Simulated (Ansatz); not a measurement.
Several occupations of a hcp lattice at one composition, 8 Ti, 8 Al. Sites, in fractions of the cell 2.903 -5.028 0.000; 2.903 5.028 0.000; 0.000 0.000 9.290 Å:

| cell | sites |
| --- | --- |
| all | Al (0.33 0.17 0.12), Al (0.67 0.83 0.88), Ti (0.17 0.33 0.38), Ti (0.17 0.83 0.38) |
| 1 | Al (0.33 0.17 0.62), Al (0.33 0.67 0.62), Al (0.67 0.33 0.88), Al (0.67 0.83 0.38), Al (0.83 0.17 0.62), Al (0.83 0.67 0.62), Ti (0.17 0.33 0.88), Ti (0.17 0.83 0.88), Ti (0.33 0.67 0.12), Ti (0.67 0.33 0.38), Ti (0.83 0.17 0.12), Ti (0.83 0.67 0.12) |
| 2 | Al (0.33 0.17 0.62), Al (0.33 0.67 0.62), Al (0.67 0.33 0.38), Al (0.67 0.33 0.88), Al (0.67 0.83 0.38), Al (0.83 0.67 0.12), Ti (0.17 0.33 0.88), Ti (0.17 0.83 0.88), Ti (0.33 0.67 0.12), Ti (0.83 0.17 0.12), Ti (0.83 0.17 0.62), Ti (0.83 0.67 0.62) |
| 3 | Al (0.17 0.33 0.88), Al (0.17 0.83 0.88), Al (0.33 0.67 0.12), Al (0.83 0.17 0.12), Al (0.83 0.67 0.12), Al (0.83 0.67 0.62), Ti (0.33 0.17 0.62), Ti (0.33 0.67 0.62), Ti (0.67 0.33 0.38), Ti (0.67 0.33 0.88), Ti (0.67 0.83 0.38), Ti (0.83 0.17 0.62) |

Each was relaxed without symmetry on coarser meshes and computed once more. These are results of DFT r2SCAN, scalar-relativistic, plane waves, PAW in Ansatz, not measurements.

Settings: cutoff 500 eV, Γ-centred mesh 7×7×4 on the computed 16-atom cell, Gaussian smearing of 0.10 eV; no spin polarisation.

Warren–Cowley parameters of the first shell of the sublattice with most elements (negative: unlike neighbours preferred):
```csv
cell,Al-Ti
1,0.00
2,-0.25
3,0.21
```

Problem. Which occupation is lowest in energy, and by how much?

Solution. Cell 2.
```csv
cell,E − E(lowest) (meV/atom),V (Å³/atom)
2,0.0,16.10
1,62.0,16.23
3,134.8,16.40
```

The final mesh leaves forces up to 0.10 eV/Å and stresses up to 0.4 GPa: the relaxation ran on a coarser mesh, so the cell's shape, its bonds and its energy belong partly to that mesh.

Cost: 6 runs of about 44 core-minutes in all (earlier runs that led there not counted), on Intel Xeon Platinum 8259CL (Skylake/Cascade Lake) (shared hosts).